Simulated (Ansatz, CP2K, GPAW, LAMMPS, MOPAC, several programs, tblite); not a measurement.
# ZnSe (NiAs type) from semi-empirical methods to plane-wave DFT

ZnSe in the NiAs structure, relaxed with r2SCAN in Ansatz, was computed with several methods. It is hexagonal, P6_3/mmc (No. 194); a = 3.780 Å, c = 6.132 Å in the conventional setting, 18.97 Å³ an atom. Zn has 6 Se at 2.67 Å; Se has 6 Zn at 2.67 Å. Note: simulated data, non-magnetic, for a generated structure that need not be the stable one.

```
CELL_PARAMETERS angstrom
3.77967 0.00000 0.00000
-1.88983 3.27329 0.00000
0.00000 0.00000 6.13190
ATOMIC_POSITIONS crystal
Zn 0.00000 0.00000 0.00000
Zn 0.00000 0.00000 0.50000
Se 0.33333 0.66667 0.25000
Se 0.66667 0.33333 0.75000
```

Gaps and times are for a single point on this cell; volume and bulk modulus come from each method's own relaxation or energy curve at fixed shape, which is too stiff where a cell has free coordinates or axes. Times are rough, from shared hosts (Intel Xeon Platinum 8375C CPU @ 2.90GHz), and each method has its own mesh and cell size. A double dagger marks a value from a curve with shape and coordinates held. A star marks a curve whose lowest point is an end point. PM6 (MOPAC), PM7 (MOPAC), GFN1-xTB (tblite), GFN2-xTB (tblite) treat a cluster of cells at its zone centre, which samples few k points: where these miss a band edge, the gap comes out too large for that reason alone. Gaps from k meshes are read at a limited set of points (mesh, symmetry points, PBE's band edges), so each method's own least gap may be somewhat smaller. Force fields have no electrons; where one was fitted to this phase, its volume and modulus reflect the fit. xTB and the PM methods were fitted mostly to molecules, and can miss a solid's gap by electronvolts. Minimal bases can be far off for gaps. d marks a direct gap, i an indirect one (no mark: not told apart), a dash a value that wasn't computed or didn't pass its checks.

```
                              method              kind      gap (eV)  own volume (Å³/atom)  bulk modulus (GPa)  atoms computed  processor time
            CdTeZnSeHgS0.sw (LAMMPS)       force field             –                     –                   –               4          0.11 s
light PBE (260 eV and a coarse mesh)  light plane-wave  overlap 0.33                     –                   –               4           1.6 s
                   GFN1-xTB (tblite)     tight binding          0.12                     –                   –              72           6.4 s
                                 PBE         semilocal  overlap 0.42                 19.52                 70‡               4           6.9 s
                   GFN2-xTB (tblite)     tight binding             0                     –                   –              72           9.7 s
                              r2SCAN         semilocal  overlap 0.01                 18.97                 81‡               4            17 s
                      PBE/SZV (CP2K)       small basis        0.07 i               20.85*‡                66*‡               4            18 s
                         PM6 (MOPAC)    semi-empirical          2.40                     –                   –              72            22 s
                         PM7 (MOPAC)    semi-empirical          2.41                     –                   –              72            23 s
              PBE/single zeta (GPAW)       small basis  overlap 0.20                     –                   –               4            30 s
                     PBE/DZVP (CP2K)       small basis  overlap 0.43                19.72‡                 69‡               4            46 s
```

Volumes against r2SCAN's: PBE +2.9 %.

Relaxed on its own, the cell leaves this structure with CdTeZnSeHgS0.sw (LAMMPS), so no volume is listed.

With PBE and r2SCAN the bands overlap or touch, or nearly. Semilocal functionals can close a real gap, so this doesn't show a metal; small gaps of other methods may in turn close between the points read or with spin-orbit coupling, and the solid may be a semimetal.

Spin-orbit coupling is left out.
